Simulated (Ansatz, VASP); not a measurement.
**GaSb: VASP beside Ansatz**

One calculation is typed for both programs; each brings its own data sets and cutoff. How far apart do they land? The cell is taken from a series of VASP runs on this material, whose earlier steps may have relaxed, scaled or displaced it; both programs get it as it stands.

Program: Ansatz 0.2.0. Level of theory: plane waves, with VASP 6.6.1 beside it; relaxation of cell and atoms at LDA. Results are calculated unless marked as measured.

## Step 1: The structure

The structure is cubic, space group F-43m (No. 216). Conventional cell: a = 6.054 Å, b = 6.054 Å, c = 6.054 Å, α = 90.00°, β = 90.00°, γ = 90.00°. Nearest to Sb lie 4 Ga at 2.62 Å. Nearest to Ga lie 4 Sb at 2.62 Å. Farther neighbours are not listed.

## Step 2: Ansatz: relaxation of cell and atoms, LDA

Ansatz runs on its default PAW (the set named soft_2) files.

The relaxed volume is the usual yardstick between codes: its relative difference is about their pressure difference at one cell divided by the bulk modulus.

input.yaml reads:

```yaml
crystal:
  lattice:
    - [0.0, 3.0272327974, 3.0272327974]
    - [3.0272327974, 0.0, 3.0272327974]
    - [3.0272327974, 3.0272327974, 0.0]
  atoms:
    - { symbol: Sb, position: [0.75, 0.75, 0.75] }
    - { symbol: Ga, position: [0.0, 0.0, 0.0] }
hamiltonian:
  xc: lda
  pseudopotentials: { kind: paw }
kpoints:
  mp_grid: { grid: [10, 10, 10] }
scf:
  occupations: { method: methfessel_paxton, width: 0.15 }
relax:
  f_tol: 0.01
  max_steps: 60
  cell: { stress_tol: 0.05 }
output:
  forces: true
  stress: true
```

Command:

```bash
ansatz run input.yaml --threads 4 --pin off --max-ram 9216MiB --backend cpu --events-out ev --progress --plain --runs-dir out
```

Numbers of over 12 decimals in the logs are rounded to 6 here.

Output:

```text
Engine: ansatz 0.2.0, aarch64-unknown-linux-gnu
Pseudopotentials: kind: paw
Pseudopotential: Sb, paw, valence charge 15, recommended cutoff 420 eV (normal), Sb.paw.azcp
Pseudopotential: Ga, paw, valence charge 13, recommended cutoff 420 eV (normal), Ga.paw.azcp
Functional definition: SPW92
  exchange = slater_x
  correlation = pw_c
Crystal: 2 atoms, lattice volume = 55.484 Å³
Basis set: ecut = 420 eV, 1067 PW (Γ)
Bands: 18, of which v1, the nominal top of the filled ones, is band 14 counted from 1 (13 counted from 0)
Symmetry: 24 space group operations
Space group: F-43m (ITA 216), of the structure as read, at distance tolerance 3.8e-5 Å
k-points: 47 of 1000 (time reversal used)
Non-local potential: Sb, projectors of the file, l = 0: 2, l = 1: 2, l = 2: 2, l = 3: 2
Non-local potential: Ga, projectors of the file, l = 0: 2, l = 1: 2, l = 2: 3, l = 3: 1
PAW form: soft (Blöchl's): semilocal exchange-correlation on the pseudo side does not see the compensation charge
PAW frozen core: Sb, regenerated for the run's functional, and the local potential with it (the file was generated under x = pbe(κ = 0.804, μ = 0.219515), c = pbe(β = 0.066725))
PAW frozen core: Ga, regenerated for the run's functional, and the local potential with it (the file was generated under x = pbe(κ = 0.804, μ = 0.219515), c = pbe(β = 0.066725))
PAW one-centre angular grid: Sb, 590 points (default); XC on 64 Gauss nodes
PAW one-centre angular grid: Ga, 590 points (default); XC on 64 Gauss nodes
Initial density: superposition of atomic densities (neutral atoms: chi_scale 0, normalization atom), corrected by the library's trained network
Initial wavefunctions: pseudopotential atomic-orbital guess
Functional: x = slater, c = lda
SCF iter   1: F=—  HF=-10043.055249 eV  |F-HF|=—  |Δ(HF+E_count)|=         —  Δρ=5.70e-3  dr2=8.30e-3  ethr=1.77e-3  ⟨swp⟩=5.2  Hψ=4272  notcnv=0
preconditioner: auto → Kerker (q_TF=auto, 2.434 Å⁻¹)  [metal: Δε(μ)=0.031 eV  Ē_g=14.720 eV  σ=0.150 eV  W_gap=0.18  n_scr=14 (ndim 8)  ℏωp=21.1 eV  f_vac=0.085  D(μ)=0.03/eV (n_scr^D=0)]
SCF iter   2: F=—  HF=-10043.052053 eV  |F-HF|=—  |Δ(HF+E_count)|=   3.20e-3  S|Δr|=    0.00e0  Δρ=3.27e-3  dr2=3.12e-3  ethr=2.96e-5  ⟨swp⟩=2.0  Hψ=1514  notcnv=0
SCF iter   3: F=—  HF=-10043.051516 eV  |F-HF|=—  |Δ(HF+E_count)|=   5.37e-4  S|Δr|=    0.00e0  Δρ=5.31e-4  dr2=1.53e-4  ethr=1.12e-5  ⟨swp⟩=2.0  Hψ=1502  notcnv=0
SCF iter   4: F=—  HF=-10043.051462 eV  |F-HF|=—  |Δ(HF+E_count)|=   5.47e-5  S|Δr|=    0.00e0  Δρ=2.96e-4  dr2=7.03e-5  ethr=5.48e-7  ⟨swp⟩=2.0  Hψ=1505  notcnv=0
SCF iter   5: F=—  HF=-10043.051465 eV  |F-HF|=—  |Δ(HF+E_count)|=   3.53e-6  S|Δr|=    0.00e0  Δρ=1.82e-4  dr2=2.38e-5  ethr=2.51e-7  ⟨swp⟩=2.0  Hψ=1096  notcnv=0
SCF iter   6: F=—  HF=-10043.051466 eV  |F-HF|=—  |Δ(HF+E_count)|=   1.08e-6  S|Δr|=    0.00e0  Δρ=5.50e-5  dr2=3.78e-6  ethr=8.50e-8  ⟨swp⟩=2.0  Hψ=1467  notcnv=0
SCF iter   7: F=—  HF=-10043.051467 eV  |F-HF|=—  |Δ(HF+E_count)|=   5.21e-7  S|Δr|=    0.00e0  Δρ=2.77e-5  dr2=4.15e-7  ethr=1.35e-8  ⟨swp⟩=2.9  Hψ=1301  notcnv=0
SCF iter   8: F=-10043.051467 eV  HF=-10043.051467 eV  |F-HF|=8.59e-9  |Δ(HF+E_count)|=   1.51e-7  S|Δr|=    0.00e0  Δρ=7.46e-6  dr2=1.96e-8  ethr=3.57e-10  ⟨swp⟩=5.0  Hψ=3383  notcnv=0
SCF 1 converged in 8 iterations: F = -10043.051467 eV  dr2 = 1.96e-8
  greatest PAW one-centre occupation: 0.998 electrons in one spin orbital (limit 2), on the Sb atom at site 0 (counted from 0), in its partial waves of l = 2
relax step   1: F+E_penalty+E_count = -10043.05146660 eV  Δ(F+E_penalty+E_count) = +0.000e0 eV  max|allowed force component| = 1.850e-16 eV/Å  Δτ_max = 0.0000 Å  P = -0.169 GPa  Ω = 55.484 Å³  (8 SCF iters, dr2 threshold 1.00e-7 eV, accepted)
[...]
relax step   2: F+E_penalty+E_count = -10043.05159371 eV  Δ(F+E_penalty+E_count) = -1.271e-4 eV  max|allowed force component| = 4.452e-17 eV/Å  Δτ_max = 0.0000 Å  P = +0.046 GPa  Ω = 55.266 Å³  energy of the carried Pulay correction = +4.260e-5 eV  (4 SCF iters, dr2 threshold 7.15e-8 eV, accepted)
[...]
relax step   3: F+E_penalty+E_count = -10043.05154492 eV  Δ(F+E_penalty+E_count) = +4.878e-5 eV  max|allowed force component| = 4.684e-17 eV/Å  Δτ_max = 0.0000 Å  P = +0.046 GPa  Ω = 55.266 Å³  stress off target by 4.63e-2 GPa  SCF on the basis re-selected at this cell (its energy is not comparable with the rows above)  (6 SCF iters)
basis re-selected at this cell: Δ(F+E_penalty+E_count) = +4.878e-5 eV, ΔP = +0.000 GPa vs the last step (what re-selecting the basis moved, of the pressure what is left beyond the Pulay correction that the steps carried, after the strain that the cell walked since its last selection, with what the two solves' SCF thresholds leave and, on support functions, any second-order correction that the steps lacked; it is no m [...]
SCF converged after 6 iterations
Stability not checked: this state was not tested for a lower state beside it, because cold or Methfessel-Paxton smearing, or corrected tetrahedra, fill the levels in a way that the test cannot read (fill_not_monotonic; see scf.lower_state_search)
Free energy (F): -10043.051545 eV
Harris-Foulkes:  -10043.051545 eV  (|F-HF|=0.00e0)
Internal energy: -10043.051896 eV  (E = F + TS)
E sigma→0 (E₀):  -10043.051633 eV
Entropy (-TS):   0.000351 eV (0.175 meV/atom)
Fermi energy:    7.874715 eV
Step filling:    the computed levels leave a gap of 0.0734 eV = 0.5 smearing widths at the electron count; against every level under it full and every level over it empty, smearing changes F+E_penalty+E_count by +0.043 meV and its σ→0 estimate by -0.045 meV
--- Per-component energies (eV) ---
  E_band       = -259.719617
  E_kinetic    = 325.674358
  E_local      = -3875.780921  (includes V_loc(G=0)·N_el)
  E_nonlocal   = 793.254971
  E_hartree    = 1781.833873
  E_xc         = -207.041116
  E_vxc        = -156.408263  (∫ρ·V_xc dr)
  E_paw        = -6339.879215  (= ΣΔE_a)
  E_vpaw       = -910.127290  (= ΣTr[D̂ρ^β])
  E_aug_tail   = -0.000127  (compensation charges beyond the density's cutoff)
  E_ewald      = -2523.401021
  E_core_change = 2.287303  (= ΣΔE_core)
  E_smearing   = 0.000351  (= −TS)
  E_closure    = 0.000000  (closes the sum)
  Σ components = -10043.051545   (vs F -10043.051545, Δ=0.00e0)
--- Forces (eV/Å), atoms counted from 1 ---
  atom   1  Sb     0.00000000     0.00000000    -0.00000000
  atom   2  Ga    -0.00000000    -0.00000000     0.00000000
  max |Σ_I F_I| component: 3.70e-17 eV/Å
--- Stress (GPa, compression-positive) ---
        0.046348      -0.000000       0.000000
        0.000000       0.046348       0.000000
        0.000000       0.000000       0.046348
  P = ⅓ Tr σ = 0.0463 GPa (0.463 kbar)
--- Relaxed structure (2 steps of the walk, 2 accepted, 1 SCFs on fresh bases) ---
  F+E_penalty+E_count = -10043.05154492 eV   max|allowed force component| = 4.684e-17 eV/Å   (the final SCF, on the basis selected at the relaxed cell)
  cell:  # Å, volume = 55.2658 Å³
    - [0, 3.023261, 3.023261]
    - [3.023261, 0, 3.023261]
    - [3.023261, 3.023261, 0]
  atoms:
    - { symbol: Sb, position: [0.75, 0.75, 0.75] }
    - { symbol: Ga, position: [0, 0, 0] }
```

Elapsed: 3 s, on 4 threads of Arm Neoverse V2, shared host; peak memory 0.39 GiB; 11 s of CPU time.

## Step 3: VASP: relaxation of cell and atoms, LDA

The same cell, functional (in two slightly different forms), mesh and smearing now go to VASP, with its own data sets and cutoff.

Lines of VASP's logs that name or quote its potential files are left out, and so is its time.

INCAR reads:

```
SYSTEM = GaSb
PREC = Accurate
ENCUT = 450
EDIFF = 1E-07
NELM = 100
ISMEAR = 1
SIGMA = 0.15
LREAL = .FALSE.
ALGO = Normal
GGA = CA
NBANDS = 15
LORBIT = 11
LWAVE = .FALSE.
LCHARG = .FALSE.
KPAR = 2
IBRION = 2
NSW = 50
ISIF = 3
EDIFFG = -0.002
```

POSCAR reads:

```
GaSb
1.0
    0.0000000000      3.0272327974      3.0272327974
    3.0272327974      0.0000000000      3.0272327974
    3.0272327974      3.0272327974      0.0000000000
Sb Ga
1 1
Direct
    0.7500000000      0.7500000000      0.7500000000
    0.0000000000      0.0000000000      0.0000000000
```

KPOINTS reads:

```
Automatic mesh
0
Gamma
10 10 10
0 0 0
```

Potentials, in the order of the species: Sb and Ga_d (LDA family, release 64).

Command:

```bash
mpirun -np 2 vasp_std
```

Output:

```text
[banner, memory and clock lines left out]
running    2 mpi-ranks, on    1 nodes
 distrk:  each k-point on    1 cores,    2 groups
 distr:  one band on    1 cores,    1 groups

 POSCAR found type information on POSCAR SbGa
 POSCAR found :  2 types and       2 ions
 LDA part: xc-table for (Slater(with rela. corr.)+CA(PZ))
 , standard interpolation
 POSCAR, INCAR and KPOINTS ok, starting setup
 FFT: planning ... GRIDC
 FFT: planning ... GRID_SOFT
 FFT: planning ... GRID
 WAVECAR not read
 entering main loop
       N       E                     dE             d eps       ncg     rms          rms(c)
DAV:   1     0.769422032481E+02    0.76942E+02   -0.81367E+03  1434   0.136E+03
DAV:   2    -0.280493471316E+01   -0.79747E+02   -0.77113E+02  1613   0.289E+02
DAV:   3    -0.869425246923E+01   -0.58893E+01   -0.58707E+01  1760   0.651E+01
DAV:   4    -0.879775418422E+01   -0.10350E+00   -0.10349E+00  1636   0.982E+00
DAV:   5    -0.880024581224E+01   -0.24916E-02   -0.24916E-02  1930   0.134E+00    0.342E+00
DAV:   6    -0.870893040237E+01    0.91315E-01   -0.76266E-02  2067   0.448E+00    0.199E+00
DAV:   7    -0.867209263208E+01    0.36838E-01   -0.53337E-02  1641   0.185E+00    0.293E-01
DAV:   8    -0.867184020077E+01    0.25243E-03   -0.48022E-03  1736   0.853E-01    0.100E-01
DAV:   9    -0.867191889531E+01   -0.78695E-04   -0.34479E-04  1683   0.164E-01    0.401E-02
DAV:  10    -0.867191169199E+01    0.72033E-05   -0.17507E-05  1882   0.353E-02    0.143E-02
DAV:  11    -0.867191381523E+01   -0.21232E-05   -0.43883E-06  1637   0.198E-02    0.540E-03
DAV:  12    -0.867191378013E+01    0.35100E-07   -0.23679E-07  1766   0.351E-03
   1 F= -.86719138E+01 E0= -.86720271E+01  d E =-.867191E+01
 curvature:   0.00 expect dE= 0.000E+00 dE for cont linesearch  0.000E+00
 trial: gam= 0.00000 g(F)=  0.525E-47 g(S)=  0.116E-04 ort = 0.000E+00 (trialstep = 0.100E+01)
 search vector abs. value=  0.116E-04
 bond charge predicted
       N       E                     dE             d eps       ncg     rms          rms(c)
DAV:   1    -0.867204664505E+01   -0.13283E-03   -0.16907E-03  1795   0.681E-01    0.658E-02
DAV:   2    -0.867194161315E+01    0.10503E-03   -0.19015E-04  1753   0.259E-01    0.299E-02
DAV:   3    -0.867191583552E+01    0.25778E-04   -0.26800E-05  1837   0.834E-02    0.687E-03
DAV:   4    -0.867191304696E+01    0.27886E-05   -0.28931E-06  1684   0.221E-02    0.235E-03
DAV:   5    -0.867191277812E+01    0.26884E-06   -0.18560E-07  1500   0.516E-03    0.651E-04
DAV:   6    -0.867191277252E+01    0.55952E-08   -0.29024E-08   852   0.288E-03
   2 F= -.86719128E+01 E0= -.86720245E+01  d E =0.100761E-05
 trial-energy change:    0.000001  1 .order   -0.000002   -0.000012    0.000008
 step:   0.3851(harm=  0.5979)  dis= 0.00000  next Energy=    -8.671916 (dE=-0.207E-05)
 bond charge predicted
       N       E                     dE             d eps       ncg     rms          rms(c)
DAV:   1    -0.867196590749E+01   -0.53129E-04   -0.64136E-04  1781   0.421E-01    0.403E-02
DAV:   2    -0.867192629341E+01    0.39614E-04   -0.71439E-05  1753   0.159E-01    0.184E-02
DAV:   3    -0.867191649971E+01    0.97937E-05   -0.10198E-05  1816   0.515E-02    0.421E-03
DAV:   4    -0.867191543705E+01    0.10627E-05   -0.10926E-06  1713   0.136E-02    0.145E-03
DAV:   5    -0.867191533175E+01    0.10530E-06   -0.63277E-08   880   0.316E-03    0.325E-04
DAV:   6    -0.867191532988E+01    0.18649E-08   -0.15243E-08   782   0.211E-03
   3 F= -.86719153E+01 E0= -.86720280E+01  d E =-.154975E-05
 curvature:  -0.22 expect dE=-0.144E-08 dE for cont linesearch -0.144E-08
 trial: gam= 0.00000 g(F)=  0.595E-47 g(S)=  0.668E-08 ort =-0.279E-06 (trialstep = 0.877E+00)
 search vector abs. value=  0.678E-08
 reached required accuracy - stopping structural energy minimisation
```

Parts of OUTCAR (step 3):

```text
ion  position               nearest neighbor table
   1  0.750  0.750  0.750-   2 2.62   2 2.62   2 2.62   2 2.62
   2  0.000  0.000  0.000-   1 2.62   1 2.62   1 2.62   1 2.62

  LATTYP: Found a face centered cubic cell.
 ALAT       =     6.0544655948

 Subroutine GETGRP returns: Found 24 space group operations
 (whereof 24 operations were pure point group operations)

The static configuration has the point symmetry T_d .

 Found     47 irreducible k-points:

   k-points           NKPTS =     47   k-points in BZ     NKDIM =     47   number of bands    NBANDS=     15

   dimension x,y,z NGX =    30 NGY =   30 NGZ =   30
   dimension x,y,z NGXF=    60 NGYF=   60 NGZF=   60

   ENCUT  =  450.0 eV  33.07 Ry    5.75 a.u.   7.40  7.40  7.40*2*pi/ulx,y,z

   NELECT =      18.0000    total number of electrons

 k-points in reciprocal lattice and weights: Automatic mesh
   0.00000000  0.00000000  0.00000000       0.001
   0.10000000  0.00000000  0.00000000       0.008
   0.20000000  0.00000000  0.00000000       0.008
   0.30000000  0.00000000  0.00000000       0.008
   0.40000000  0.00000000  0.00000000       0.008
   0.50000000  0.00000000  0.00000000       0.004
   0.10000000  0.10000000  0.00000000       0.006
   0.20000000  0.10000000  0.00000000       0.024
   0.30000000  0.10000000  0.00000000       0.024
[...]
-0.30000000  0.40000000  0.20000000       0.024
  -0.30000000  0.50000000  0.20000000       0.012

 average (electrostatic) potential at core
       1 -88.3623       2 -66.6031

 E-fermi :   5.0442

 k-point     1 :       0.0000    0.0000    0.0000
  band No.  band energies     occupation
    ...
      5     -10.1458      2.00000
      6      -6.7304      2.00000
      7       5.0104      1.37072
      8       5.0104      1.37072
      9       5.0104      1.37072
     10       5.1125      0.31056
     11       7.7510     -0.00000
     12       7.7510     -0.00000
     13       7.7510     -0.00000
     14      10.6494      0.00000
    ...

 k-point     2 :       0.1000    0.0000    0.0000
  band No.  band energies     occupation
    ...
      5     -10.1459      2.00000
      6      -6.6237      2.00000
      7       3.4056      2.00000
      8       4.8283      2.06053
      9       4.8283      2.06053
     10       6.0184     -0.00000
     11       7.9963     -0.00000
     12       7.9963     -0.00000
     13       8.1613      0.00000
     14      11.2499      0.00000
    ...

 k-point     3 :       0.2000    0.0000    0.0000
  band No.  band energies     occupation
    ...
      5     -10.1462      2.00000
      6      -6.3127      2.00000
      7       1.6886      2.00000
      8       4.4576      2.00000
      9       4.4576      2.00000
     10       5.9415     -0.00000
     11       8.4611      0.00000
     12       8.4611      0.00000
     13       9.4576      0.00000
     14      12.1112      0.00000
    ...

  Total        0.0003038      0.0003038      0.0003038     -0.0000000      0.0000000      0.0000000
  in kB        0.0087751      0.0087751      0.0087751     -0.0000000      0.0000000      0.0000000
  external PRESSURE =       0.0087751 kB  Pullay stress =       0.0000000 kB

  energy-cutoff  :      450.00
  volume of cell :       55.46
      direct lattice vectors                 reciprocal lattice vectors
     0.000000000  3.026876356  3.026876356    -0.165186794  0.165186794  0.165186794
     3.026876356  0.000000000  3.026876356     0.165186794 -0.165186794  0.165186794
     3.026876356  3.026876356  0.000000000     0.165186794  0.165186794 -0.165186794

 POSITION                                       TOTAL-FORCE (eV/Angst)
 -----------------------------------------------------------------------------------
      4.54031      4.54031      4.54031         0.000000      0.000000      0.000000
      0.00000      0.00000      0.00000        -0.000000     -0.000000     -0.000000
 -----------------------------------------------------------------------------------
    total drift:                                0.000000      0.000000     -0.000000

  FREE ENERGIE OF THE ION-ELECTRON SYSTEM (eV)
  ---------------------------------------------------
  free  energy   TOTEN  =        -8.6719153299 eV

  energy  without entropy=       -8.6722534188  energy(sigma->0) =       -8.67202803

 reached required accuracy - stopping structural energy minimisation

 total charge
# of ion       s       p       d       tot
------------------------------------------
    1        1.136   1.363   0.031   2.530
    2        0.920   0.798   9.966  11.684
--------------------------------------------------
tot          2.056   2.161   9.997  14.214

[... 3 further parts left out ...]
```

The gap is under twice the smearing width, so the edge states are partly filled and the run can't tell a small gap from a semimetal. Methfessel-Paxton smearing is not meant for a cell with a gap.

## Step 4: Comparison

Known differences besides the potentials themselves: the two LDA forms differ slightly; both relaxations stop at a tolerance, which leaves soft axes loose, and VASP keeps its plane-wave basis; the data sets hold 28 valence electrons in Ansatz (default PAW (the set named soft_2) files) and 18 in VASP; the cutoff is 420 eV in Ansatz and 450 eV in VASP; VASP's log shows a relativistic correction to its local exchange, Ansatz's none; Ansatz adds a Pulay correction to the stress that steers its cell, VASP none. Total energies have different zeros and are not compared.

Both answers:

```
                                         quantity  Ansatz   VASP  difference
                                      volume (Å³)   55.27  55.46     -0.36 %
edge a after relaxation, in the typed setting (Å)   4.276  4.281     -0.12 %
```

The walks stopped with 0.05 GPa left in Ansatz and 0.00 GPa in VASP; each walk ends within a tolerance, so the volume difference is uncertain by about these residues over the bulk modulus, most in soft cells.

## Step 5: Summary of results

```yaml
difference_in_volume_relaxation_of_cell_and_atoms_lda: -0.36 %
```

What this shows: The difference in volume is -0.36 % (relaxation of cell and atoms, LDA), within the 1.2 % picked in this series as the mark of a large difference, as far as the stopping tolerances let one tell. Such differences can come from data sets, numerical settings and the points named under the comparisons, not from the functional's error against experiment.

[Lines on the potential files, build, host, timing and source positions are cut from VASP's logs without a mark.]

[Logs are printed without paths, hosts, clocks, repeated set-up lines and the standing remarks that a program may print on its own settings, such as how far it seeks lower states.]

[Hosts, paths, dates, database ids (printed as entryN), source tags and the programs' standing remarks are cut or masked in the printed files.]
